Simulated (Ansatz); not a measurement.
## A strain series on CdI2 (CdI2 type): isotropic on every length

CdI2 (CdI2 type), relaxed with r2SCAN+rVV10 in Ansatz 0.2.0, then strained (isotropic on every length; changes of length per length, axes as in the cell below) with the atoms relaxed again within the symmetry that is left. Space group P-3m1 (No. 164), trigonal; a = 4.247 Å, c = 6.895 Å in the conventional setting, 35.90 Å³ an atom. Cd has 6 I at 2.99 Å; I has 3 Cd at 2.99 Å. Calculated for a static, non-magnetic cell.

```
Cd I
1.0
     4.24701    0.00000    0.00000
    -2.12350    3.67802    0.00000
     0.00000    0.00000    6.89503
Cd I
1 2
Direct
  0.00000 0.00000 0.00000
  0.33333 0.66667 0.24939
  0.66667 0.33333 0.75061
```

Gaps are the least over each mesh (PBE 12×12×4, r2SCAN 12×12×4, HSE06 6×6×4 when unstrained) and the special points, which keep their unstrained names.

```tsv
strain (%)	gap, PBE (eV)	gap, r2SCAN (eV)	gap, HSE06 (eV)	edges, HSE06
-1.0	2.273	2.727	3.229	(-0.109, 0.109, 0.232) → (0, 0.453, 0.359)
0.0	2.327	2.777	3.284	(-0.120, 0.120, 0.214) → (0, 0.456, 0.359)
+1.5	2.399	2.844	3.356	(0, 0.141, -0.177) → (0, -0.461, -0.362)
+4.0	2.355	2.918	3.346	(0, 0.177, -0.135) → Γ
```

Task: Estimate the row for a strain of -5.0 %.

Result:
```tsv
strain (%)	gap, PBE (eV)	gap, r2SCAN (eV)	gap, HSE06 (eV)	edges, HSE06
-5.0	2.023	2.493	2.970	(-0.044, 0.044, 0.380) → (0, 0.438, 0.354)
```

Between zero and the nearest strains the slope of the HSE06 gap against strain is +0.055 eV per percent for negative and +0.048 for positive strain.

No spin-orbit coupling is included; it can move band edges with weight on the heavy atoms by tenths of an eV.

Where an edge lies off the special points, it is a point of the mesh or the k point where a search put PBE's edge or least direct gap, reused for the other functionals, whose own edges may lie a little apart.

Coordinates of k points refer to the reciprocal vectors of the primitive cell of the runs.

The meshes of the hybrids are coarse, so their gaps aren't converged to the digits shown.
